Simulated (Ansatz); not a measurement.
# Au(100) / 3 layers Ir(100) / Au(100): resistance against film thickness

Aim: what a thin film of another metal adds to the resistance, first Au(100) / 3 layers Ir(100) / Au(100).

Method: Ansatz plane-wave DFT, PBE, PAW files; ballistic transport by layer matching (Landauer), zero bias, in Ansatz 0.2.0.

**1. Starting point**

The cell holds 11 atoms: 8 Au and 3 Ir. Its edges and angles: a = 2.884 Å, b = 2.884 Å, c = 21.514 Å, α = 86.2°, β = 86.2°, γ = 90.0°. It derives from Au and Ir. Regions: lead, 8 atoms (8 Au); films, 3 atoms (3 Ir). The structure is stacked along c, and the current runs across the ab planes.

**2. With 3 layers**

The film is laid into the lead at the lead's in-plane lattice, and the cell closes on the lead's own image. The mesh across the current, 26×26, is finer than the density's, because channels open and close sharply across the zone. Energies from -1 to 1 eV in steps of 0.036 eV cover the slope of the Fermi function at 300 K, so the program can form a conductance.

The input, input.yaml:

```yaml
crystal:
  lattice:
    - [2.8837582304, 0.0, 0.0]
    - [0.0, 2.8837582304, 0.0]
    - [1.4418791152, 1.4418791152, 21.4172701393]
  atoms:
    - { symbol: Au, position: [0.9761976551, 0.9761976551, 0.0476046897] }
    - { symbol: Au, position: [0.4285929654, 0.4285929654, 0.1428140692] }
    - { symbol: Au, position: [0.8809882757, 0.8809882757, 0.2380234487] }
    - { symbol: Au, position: [0.3333835859, 0.3333835859, 0.3332328282] }
    - { symbol: Ir, position: [0.7897208274, 0.7897208274, 0.4205583453] }
    - { symbol: Ir, position: [0.25, 0.25, 0.5] }
    - { symbol: Ir, position: [0.7102791726, 0.7102791726, 0.5794416547] }
    - { symbol: Au, position: [0.1666164141, 0.1666164141, 0.6667671718] }
    - { symbol: Au, position: [0.6190117243, 0.6190117243, 0.7619765513] }
    - { symbol: Au, position: [0.0714070346, 0.0714070346, 0.8571859308] }
    - { symbol: Au, position: [0.5238023449, 0.5238023449, 0.9523953103] }
kpoints:
  mp_grid: { grid: [13, 13, 2] }
hamiltonian:
  xc: pbe
scf:
  occupations: { method: fermi_dirac, width: 0.1 }
output:
  transmission: { leads: [[0, 1]], kmesh: [26, 26], e_range: [-1.0, 1.0], de: 0.036 }
  write_potential: true
  write_density: true
  volumetric_format: npy
  elf: true
```

Started as:

```bash
ansatz run input.yaml --threads 4 --pin off --max-ram 8192MiB --backend cpu --events-out ev --progress --plain --runs-dir out
```

Numbers of over 12 decimals in the logs are rounded to 6 here.

Output:

```text
Warning: crystal.symmetry: narrowed to the stabiliser of the k-point mesh — unitary ops 16 → 4; excluded 12 operations that carry a point of the 13×13×2 mesh (shift [0, 0, 0]) off the mesh (the run samples exactly the mesh kpoints.mp_grid names, as under crystal.symmetry.detect: false, and its converged state has the mesh's symmetry, not the crystal's; ε∞, the Born charges and the force constants of a linear response (`dielectric:` by the response, `phonons.method: dfpt`) are averaged over those of the crystal's operations that the state keeps within a tolerance, where `mesh_tensors`, `unaveraged_element` or `gamma_mean_max_change_ev_ang2` stands beside them; [rest of the remark cut]
Engine: ansatz 0.2.0, aarch64-unknown-linux-gnu
Pseudopotentials: kind: paw
Pseudopotential: Au, paw, valence charge 19, recommended cutoff 420 eV (normal), Au.paw.azcp
Pseudopotential: Ir, paw, valence charge 17, recommended cutoff 420 eV (normal), Ir.paw.azcp
Functional definition: PBE
  parameter kappa = 0.804
  parameter beta = 0.066725
  exchange = pbe_x(kappa = kappa, mu = beta*pi^2/3)
  correlation = pbe_c(beta = beta)
Crystal: 11 atoms, lattice volume = 178.107 Å³
Basis set: ecut = 420 eV, 3483 PW (Γ)
Bands: 122, of which v1, the nominal top of the filled ones, is band 102 counted from 1 (101 counted from 0)
Symmetry: 4 space group operations
k-points: 98 of 338
Non-local potential: Au, projectors of the file, l = 0: 3, l = 1: 2, l = 2: 2, l = 3: 1
Non-local potential: Ir, projectors of the file, l = 0: 3, l = 1: 2, l = 2: 2, l = 3: 1
PAW form: soft (Blöchl's): semilocal exchange-correlation on the pseudo side does not see the compensation charge
PAW one-centre angular grid: Au, 590 points (default); XC on 64 Gauss nodes
PAW one-centre angular grid: Ir, 590 points (default); XC on 64 Gauss nodes
Initial density: superposition of atomic densities (neutral atoms: chi_scale 0, normalization atom), corrected by the library's trained network
Initial wavefunctions: pseudopotential atomic-orbital guess
Functional: x = pbe(κ = 0.804, μ = 0.219515), c = pbe(β = 0.066725)
SCF iter   1: F=—  HF=-140999.303412 eV  |F-HF|=—  |Δ(HF+E_count)|=         —  Δρ=1.47e-2  dr2=6.70e0  ethr=1.77e-3  ⟨swp⟩=4.9  Hψ=36060  notcnv=0  defer=500
preconditioner: auto → Kerker (q_TF=auto, 2.788 Å⁻¹)  [metal: Δε(μ)=0.010 eV  Ē_g=9.706 eV  σ=0.100 eV  W_gap=0.03  n_scr=66 (ndim 8)  ℏωp=29.8 eV  f_vac=0.000  D(μ)=5.49/eV (n_scr^D=40)]
SCF iter   2: F=—  HF=-140999.240188 eV  |F-HF|=—  |Δ(HF+E_count)|=   6.32e-2  Δρ=8.10e-3  dr2=2.92e0  ethr=1.77e-3  ⟨swp⟩=1.0  Hψ=13827  notcnv=0  defer=491
SCF iter   3: F=—  HF=-140999.191966 eV  |F-HF|=—  |Δ(HF+E_count)|=   4.82e-2  Δρ=1.75e-3  dr2=1.77e-1  ethr=1.44e-3  ⟨swp⟩=1.0  Hψ=11190  notcnv=0  defer=537
SCF iter   4: F=—  HF=-140999.186973 eV  |F-HF|=—  |Δ(HF+E_count)|=   4.99e-3  Δρ=4.79e-4  dr2=8.64e-3  ethr=8.71e-5  ⟨swp⟩=1.0  Hψ=12268  notcnv=0  defer=571
SCF iter   5: F=—  HF=-140999.186864 eV  |F-HF|=—  |Δ(HF+E_count)|=   1.09e-4  Δρ=1.90e-4  dr2=1.40e-3  ethr=4.25e-6  ⟨swp⟩=1.0  Hψ=11563  notcnv=0  defer=574
SCF iter   6: F=—  HF=-140999.186825 eV  |F-HF|=—  |Δ(HF+E_count)|=   3.86e-5  Δρ=7.05e-5  dr2=2.16e-4  ethr=6.89e-7  ⟨swp⟩=1.0  Hψ=11189  notcnv=0  defer=574
SCF iter   7: F=—  HF=-140999.186809 eV  |F-HF|=—  |Δ(HF+E_count)|=   1.64e-5  Δρ=2.94e-5  dr2=1.72e-5  ethr=1.06e-7  ⟨swp⟩=1.1  Hψ=11209  notcnv=0  defer=574
SCF iter   8: F=—  HF=-140999.186808 eV  |F-HF|=—  |Δ(HF+E_count)|=   8.59e-7  Δρ=9.44e-6  dr2=2.33e-6  ethr=8.47e-9  ⟨swp⟩=1.1  Hψ=11462  notcnv=0  defer=597
SCF iter   9: F=—  HF=-140999.186808 eV  |F-HF|=—  |Δ(HF+E_count)|=   1.04e-7  Δρ=3.75e-6  dr2=2.83e-7  ethr=1.15e-9  ⟨swp⟩=1.1  Hψ=11199  notcnv=0  defer=597
SCF iter  10: F=-140999.186808 eV  HF=-140999.186808 eV  |F-HF|=2.52e-8  |Δ(HF+E_count)|=   2.18e-8  Δρ=1.33e-6  dr2=2.72e-8  ethr=4.93e-11  ⟨swp⟩=8.1  Hψ=36420  notcnv=0
SCF 1 converged in 10 iterations: F = -140999.186808 eV  dr2 = 2.72e-8
  greatest PAW one-centre occupation: 1.000 electrons in one spin orbital (limit 2), on the Au atom at site 7 (counted from 0), in its partial waves of l = 0
transmission: 659 of 6588 steps passed
transmission: 1323 of 6588 steps passed
[...]
transmission: 6588 of 6588 steps passed
SCF converged after 10 iterations
Free energy (F): -140999.186808 eV
Harris-Foulkes:  -140999.186808 eV  (|F-HF|=2.52e-8)
Internal energy: -140999.017236 eV  (E = F + TS)
E sigma→0 (E₀):  -140999.102022 eV
Entropy (-TS):   -0.169572 eV (-15.416 meV/atom)
Fermi energy:    21.918878 eV
--- Per-component energies (eV) ---
  E_band       = -1893.376492
  E_kinetic    = 6713.612908
  E_local      = -16982.306978  (includes V_loc(G=0)·N_el)
  E_nonlocal   = 811.532681
  E_hartree    = 7128.425873
  E_xc         = -2630.823656
  E_vxc        = -3106.171534  (∫ρ·V_xc dr)
  E_paw        = -105323.607402  (= ΣΔE_a)
  E_vpaw       = -3586.908722  (= ΣTr[D̂ρ^β])
  E_aug_tail   = 0.012025  (compensation charges beyond the density's cutoff)
  E_ewald      = -30715.862687
  E_smearing   = -0.169572  (= −TS)
  E_closure    = -0.000000  (closes the sum)
  Σ components = -140999.186808   (vs F -140999.186808, Δ=0.00e0)
--- Band table (eV; the first three rows and the last of 98) ---
  k-point 0: bands = [... 98 lower, 20.0265, 20.3370, 20.7823, 20.7827, 20.9342, 21.5927, 21.5944, 22.6499, ... 16 higher]
  k-point 1: bands = [... 98 lower, 20.0797, 20.2570, 20.7732, 20.7736, 21.4987, 21.5944, 21.8346, 21.9040, ... 16 higher]
  k-point 2: bands = [... 98 lower, 20.1142, 20.1391, 20.8646, 21.2173, 21.3743, 21.4954, 21.6428, 21.9692, ... 16 higher]
  k-point 97: bands = [... 98 lower, 22.9017, 22.9336, 23.2497, 23.4042, 24.7088, 25.0553, 25.1132, 25.4159, ... 16 higher]
--- Transmission ---
  basis      : 69 plane waves across, 36 finite elements along
  points     : 183, standing for a mesh of 26 x 26
  filling    : by the input's occupations and mesh, since the crystals that have channels conduct as metals do. If one of these is a semiconductor, that mesh has misplaced its level
  energies   : 56 from -1.000000 to 0.980000 eV about the Fermi level, 0.036000 eV apart; the leads are filled to 0.000000 eV, and channels, transmission and decay are at 0.008000 eV
  crystal 0  : Au1, at the sites [0, 1], period 2.0391 Å, over 16.31 Å; its Hamiltonian steps by up to 15.3 meV
    offset         : up to 0.0000 Å between an atom of the period and one for which it stands
    filled         : 19.2 meV over the level at which it is neutral
    channels       : 9.423077e-1 a spin
    conductance    : 8.8125e14 S/m² at 300 K; may be off by some 0.0 % by where its bands' edges are placed, 5.1 % from the k-mesh, 0.3 % from the distance to neutral
    slowest decay  : 0.0391 /Å at (0.4615, 0.4231)
  junction   : crystal 0 to crystal 0, 0.70 to 20.08 Å
    transmission   : 6.521335e-1 a spin
    conductance    : 6.0118e14 S/m² at 300 K (5.7786e14 on every other point, 6.0349e14 on every other energy)
    error estimate : 0.4 % from the energy spacing and 0.0 % from band edges of the leads and from resonances (wavevectors taken as independent; lower de), 7.4 % from the k-mesh, 5.9 % from the steps of its leads' Hamiltonians or their offsets (lay more layers), 0.7 % from the distance to neutral
    resistance     : 5.2866e-4 Ω µm² beyond half of each lead's own
```

Elapsed: 4.2 min, on 4 threads of Arm Neoverse V2, shared host; peak memory 1.6 GiB; 15 min of CPU time.

Reading the cycles: dr2 is the Hartree energy of the density residual (eV), the measure of convergence; HF is the Harris–Foulkes estimate of the energy, which meets the free energy F at convergence.

This step gave:

```yaml
free_energy: -140999.1868 eV
energy_at_zero_smearing: -140999.1020 eV
fermi_energy: 21.92 eV
cell_area: 8.316 Å²
step_of_the_lead_s_potential: 15.3 meV
ballistic_conductance_of_the_lead: 8.81e14 S/m²
estimated_errors_of_the_lead_s_conductance: 0, 5.1, 0.3 % (band edges, k-mesh, distance from neutral)
lead_conductance_per_cell: 0.9458 G₀
conductance_of_the_junction: 6.01e14 S/m²
junction_conductance_per_cell: 0.6452 G₀
estimated_errors_of_the_junction_s_conductance: 0.4, 0, 7.4, 5.9, 0.7 % (energy step, band edges, k-mesh, leads' steps, distance from neutral)
area_resistance_that_the_stack_adds_contact_term_taken_off_spin_by_spin: 0.5287 fΩ m²
```

Per spin. The transmission, zone mean by energy, zero at the Fermi level:

```tsv
energy (eV)	transmission, zone mean
-1.000	0.464
-0.892	0.476
-0.820	0.492
-0.784	0.526
-0.712	0.503
-0.640	0.506
-0.532	0.546
-0.496	0.554
-0.424	0.531
-0.352	0.513
-0.244	0.581
-0.136	0.632
-0.064	0.635
0.008	0.652
0.044	0.663
0.116	0.649
0.224	0.631
0.332	0.590
0.404	0.533
0.512	0.507
0.620	0.477
0.692	0.510
0.800	0.595
0.872	0.640
0.980	0.732
```

Per spin. Table of open channels, zone mean, lead by energy, zero at the Fermi level:

```tsv
energy (eV)	open channels, zone mean, lead
-1.000	0.818
-0.892	0.842
-0.820	0.824
-0.712	0.859
-0.640	0.871
-0.532	0.901
-0.424	0.901
-0.352	0.913
-0.244	0.895
-0.136	0.930
-0.064	0.942
0.008	0.942
0.044	0.954
0.116	0.966
0.224	0.978
0.332	0.996
0.404	0.972
0.512	0.978
0.620	1.00
0.692	1.01
0.800	1.03
0.872	1.02
0.980	1.04
```

Transmission over k1 and k2. At 0.0080 eV from the Fermi level.

Values, 12 rows by 16 columns, each cell a mean:
```
0.01 0.35 0.69 0.81 0.58 0.59 0.65 0.38 0.69 0.31 0.76 0.55 0.65 0.88 0.52 0.19
0.25 0.75 0.88 0.94 0.77 0.94 0.51 0.44 0.61 0.36 0.76 0.85 0.83 0.97 0.81 0.70
0.22 0.76 0.84 0.98 1.00 1.00 0.63 0.81 0.89 0.68 0.78 1.00 1.00 0.91 0.85 0.66
0.19 0.66 0.86 0.98 1.00 0.99 0.74 0.65 0.99 0.43 0.96 1.00 1.00 0.92 0.84 0.51
0.35 0.53 0.43 0.65 0.62 0.61 0.46 0.36 0.66 0.24 0.60 0.62 0.63 0.56 0.47 0.53
0.22 0.65 0.54 0.78 0.94 0.91 0.71 0.60 0.92 0.42 0.89 0.92 0.93 0.59 0.63 0.61
0.14 0.38 0.33 0.76 0.68 0.55 0.39 0.33 0.60 0.21 0.51 0.59 0.73 0.57 0.39 0.35
0.39 0.76 0.79 0.77 0.89 0.98 0.75 0.59 0.98 0.38 0.97 0.95 0.85 0.76 0.79 0.70
0.16 0.65 0.77 0.98 1.00 1.00 0.70 0.73 0.98 0.53 0.89 1.00 1.00 0.86 0.79 0.51
0.29 0.87 0.94 0.98 0.88 0.98 0.56 0.67 0.69 0.60 0.73 0.93 0.92 0.97 0.93 0.81
0.12 0.60 0.78 0.90 0.76 0.85 0.57 0.42 0.69 0.32 0.79 0.78 0.81 0.95 0.65 0.47
0.00 0.08 0.34 0.40 0.25 0.28 0.50 0.18 0.36 0.19 0.51 0.24 0.29 0.45 0.22 0.03
```
Columns: k1 (b1) from -0.5 to 0.462; rows upwards: k2 (b2) from -0.5 to 0.462.

Open channels over k1 and k2. At 0.0080 eV from the Fermi level.

Values, 12 rows by 16 columns, each cell a mean:
```
0.03 0.50 1.00 1.00 1.00 1.00 1.00 1.00 1.00 1.00 1.00 1.00 1.00 1.00 0.89 0.25
0.38 1.00 1.00 1.00 1.00 1.00 1.00 1.00 1.00 1.00 1.00 1.00 1.00 1.00 1.00 1.00
0.38 1.00 1.00 1.00 1.00 1.00 1.00 1.00 1.00 1.00 1.00 1.00 1.00 1.00 1.00 1.00
1.33 1.00 1.00 1.00 1.00 1.00 1.00 1.00 1.00 1.00 1.00 1.00 1.00 1.00 1.00 1.00
1.14 1.00 1.00 1.00 1.00 1.00 1.00 1.00 1.00 1.00 1.00 1.00 1.00 1.00 1.00 1.00
0.38 1.00 1.00 1.00 1.00 1.00 1.00 1.00 1.00 1.00 1.00 1.00 1.00 1.00 1.00 1.00
0.48 1.00 1.00 1.00 1.00 1.00 1.00 1.00 1.00 1.00 1.00 1.00 1.00 1.00 1.00 1.00
1.62 1.00 1.00 1.00 1.00 1.00 1.00 1.00 1.00 1.00 1.00 1.00 1.00 1.00 1.00 1.00
0.76 1.00 1.00 1.00 1.00 1.00 1.00 1.00 1.00 1.00 1.00 1.00 1.00 1.00 1.00 1.00
0.38 1.00 1.00 1.00 1.00 1.00 1.00 1.00 1.00 1.00 1.00 1.00 1.00 1.00 1.00 1.00
0.24 0.91 1.00 1.00 1.00 1.00 1.00 1.00 1.00 1.00 1.00 1.00 1.00 1.00 1.00 0.76
0.00 0.13 0.54 0.54 0.61 1.46 1.25 0.54 0.54 0.68 1.46 1.18 0.54 0.54 0.43 0.03
```
Columns: k1 (b1) from -0.5 to 0.462; rows upwards: k2 (b2) from -0.5 to 0.462.

Valence density in the ca plane at fractional y = 0.071, with atoms of Au within 0.2 Å of it. It is the smooth field of the valence electrons, not physical close to the nuclei.

Values in units of 1e0 e/Å³, 5 rows by 16 columns, each cell a mean:
```
3.5 5.6 0.3 0.2 2.0 4.2 0.3 0.2 0.8 1.1 0.4 0.4 0.5 0.4 1.4 0.4
0.6 1.0 0.3 0.3 0.8 1.6 0.3 0.4 0.6 1.0 0.4 0.4 0.6 0.3 0.3 0.2
0.2 0.3 0.3 0.6 0.2 0.3 0.5 1.4 0.4 0.4 1.4 1.0 0.4 0.4 1.4 0.3
1.0 1.2 0.3 0.4 0.3 0.3 0.6 1.9 0.4 0.3 3.4 2.6 0.2 1.2 7.5 1.2
4.1 5.8 0.3 0.2 1.1 2.0 0.3 0.6 0.4 0.5 1.7 1.5 0.3 1.0 7.5 1.3
```
Columns run along c (16.0 Å, from fractional 0.01 to 0.75 of the cell), rows up along a (2.9 Å).

ELF in the ca plane at fractional y = 0.071, with atoms of Au within 0.2 Å of it. It is the smooth field of the valence electrons, not physical close to the nuclei.

Values, 5 rows by 16 columns, each cell a mean:
```
0.46 0.54 0.21 0.16 0.39 0.51 0.22 0.20 0.30 0.36 0.29 0.30 0.27 0.26 0.37 0.24
0.28 0.33 0.21 0.22 0.29 0.40 0.22 0.25 0.28 0.34 0.29 0.29 0.27 0.25 0.21 0.20
0.20 0.21 0.23 0.28 0.20 0.21 0.26 0.39 0.25 0.29 0.39 0.36 0.27 0.26 0.37 0.23
0.31 0.34 0.22 0.25 0.22 0.23 0.27 0.43 0.24 0.26 0.53 0.48 0.22 0.32 0.59 0.32
0.48 0.54 0.21 0.18 0.33 0.42 0.23 0.29 0.25 0.30 0.41 0.39 0.24 0.31 0.59 0.34
```
Columns run along c (16.0 Å, from fractional 0.01 to 0.75 of the cell), rows up along a (2.9 Å).

Electrostatic potential energy in the ca plane at fractional y = 0.071, with atoms of Au within 0.2 Å of it. With pseudopotentials it is smooth inside the atoms' cores, unlike the true potential.

Values in eV, 5 rows by 16 columns, each cell a mean:
```
 -8 -20  21  24   0 -18  21  23  10   4  19  19  17  20   4  19
 15   9  22  21  13   1  21  20  13   7  20  20  15  21  22  23
 23  22  20  16  22  21  16   2  20  19   1   7  20  19   4  20
 10   8  21  19  21  21  15  -4  21  22 -17 -10  23   9 -27   9
-11 -19  21  23   9  -2  20  15  18  18  -2   0  22  10 -27   7
```
Columns run along c (16.0 Å, from fractional 0.01 to 0.75 of the cell; values clipped at the 3rd and 97th percentile), rows up along a (2.9 Å).

The lead's potential steps by 15 meV from period to period, small in itself. The program estimates the junction's conductance to 7.4 % from the k-mesh, 0.7 % from the leads' distance from neutral and 5.9 % from their steps.

By hand: 1/G − 1/G_lead = 1/0.6012 − 1/0.8812 = 0.529 fΩ m² with G in 10¹⁵ S/m².

**3. With 5 layers, k-mesh 13×13×1, film layers 5**

The stack now holds 5 film layers; the k-mesh follows the cell, and the energies span -0.27 to 0.27 eV.

System of this step: Au(100) / 5 layers Ir(100) / Au(100). The cell holds 13 atoms: 8 Au and 5 Ir. Cell: a = 2.884 Å, b = 2.884 Å, c = 24.904 Å, α = 86.7°, β = 86.7°, γ = 90.0°. It derives from Au and Ir. Regions: lead, 8 atoms (8 Au); films, 5 atoms (5 Ir). The structure is stacked along c, and the current runs across the ab planes.

The input, input.yaml:

```yaml
crystal:
  lattice:
    - [2.8837582304, 0.0, 0.0]
    - [0.0, 2.8837582304, 0.0]
    - [1.4418791152, 1.4418791152, 24.8201168988]
  atoms:
    - { symbol: Au, position: [0.979460965, 0.979460965, 0.04107807] }
    - { symbol: Au, position: [0.438382895, 0.438382895, 0.1232342101] }
    - { symbol: Au, position: [0.8973048249, 0.8973048249, 0.2053903501] }
    - { symbol: Au, position: [0.3562267549, 0.3562267549, 0.2875464902] }
    - { symbol: Ir, position: [0.8185501759, 0.8185501759, 0.3628996482] }
    - { symbol: Ir, position: [0.284275088, 0.284275088, 0.4314498241] }
    - { symbol: Ir, position: [0.75, 0.75, 0.5] }
    - { symbol: Ir, position: [0.215724912, 0.215724912, 0.5685501759] }
    - { symbol: Ir, position: [0.6814498241, 0.6814498241, 0.6371003518] }
    - { symbol: Au, position: [0.1437732451, 0.1437732451, 0.7124535098] }
    - { symbol: Au, position: [0.6026951751, 0.6026951751, 0.7946096499] }
    - { symbol: Au, position: [0.061617105, 0.061617105, 0.8767657899] }
    - { symbol: Au, position: [0.520539035, 0.520539035, 0.95892193] }
kpoints:
  mp_grid: { grid: [13, 13, 1] }
hamiltonian:
  xc: pbe
scf:
  occupations: { method: fermi_dirac, width: 0.1 }
output:
  transmission:
    leads: [[0, 1]]
    kmesh: [26, 26]
    e_range: [-0.27, 0.27]
    de: 0.036
  write_potential: true
  write_density: true
  volumetric_format: npy
```

Output:

```text
[...]
Crystal: 13 atoms, lattice volume = 206.406 Å³
Basis set: ecut = 420 eV, 4023 PW (Γ)
Bands: 143, of which v1, the nominal top of the filled ones, is band 119 counted from 1 (118 counted from 0)
Symmetry: 4 space group operations
k-points: 49 of 169
[...]
--- Transmission ---
  basis      : 69 plane waves across, 38 finite elements along
  points     : 183, standing for a mesh of 26 x 26
[...]
filled         : 28.3 meV over the level at which it is neutral
    channels       : 9.423077e-1 a spin
[...]
slowest decay  : 0.0285 /Å at (0.4615, 0.4231)
  junction   : crystal 0 to crystal 0, 0.70 to 23.48 Å
    transmission   : 5.796274e-1 a spin
[...]
resistance     : 7.2759e-4 Ω µm² beyond half of each lead's own
[key lines of the parts left out:]
SCF converged after 10 iterations
Free energy (F): -164869.084229 eV
Fermi energy:    22.473599 eV
```

Elapsed: 2.1 min, on 4 threads; peak memory 1.4 GiB; 7.8 min of CPU time.

This step gave:

```yaml
free_energy: -164869.0842 eV
energy_at_zero_smearing: -164868.9383 eV
fermi_energy: 22.47 eV
step_of_the_lead_s_potential: 10.1 meV
ballistic_conductance_of_the_lead: 8.83e14 S/m²
estimated_errors_of_the_lead_s_conductance: 0, 5, 0.4 % (band edges, k-mesh, distance from neutral)
lead_conductance_per_cell: 0.9473 G₀
conductance_of_the_junction: 5.37e14 S/m²
junction_conductance_per_cell: 0.5768 G₀
estimated_errors_of_the_junction_s_conductance: 0.1, 0, 11.2, 6.6, 0.9 % (energy step, band edges, k-mesh, leads' steps, distance from neutral)
area_resistance_that_the_stack_adds_contact_term_taken_off_spin_by_spin: 0.7276 fΩ m²
```

Per spin. Transmission, zone mean against energy, zero at the Fermi level:

```tsv
energy (eV)	transmission, zone mean
-0.270	0.458
-0.234	0.492
-0.198	0.523
-0.162	0.536
-0.126	0.555
-0.090	0.547
-0.054	0.568
-0.018	0.575
0.018	0.580
0.054	0.588
0.090	0.608
0.126	0.607
0.162	0.586
0.198	0.603
0.234	0.593
0.270	0.565
```

The conductance of the junction is 5.4e14 S/m², 11 % under the 6.0e14 S/m² of the last finished run, within the error estimates, leads' steps apart, of 7.4 and 11 %.

(Continued in part 2 of 2.)

[Logs are printed without paths, hosts, clocks, repeated set-up lines and the standing remarks that a program may print on its own settings, such as how far it seeks lower states.]

[Hosts, paths, dates, database ids (printed as entryN), source tags and the programs' standing remarks are cut or masked in the printed files.]
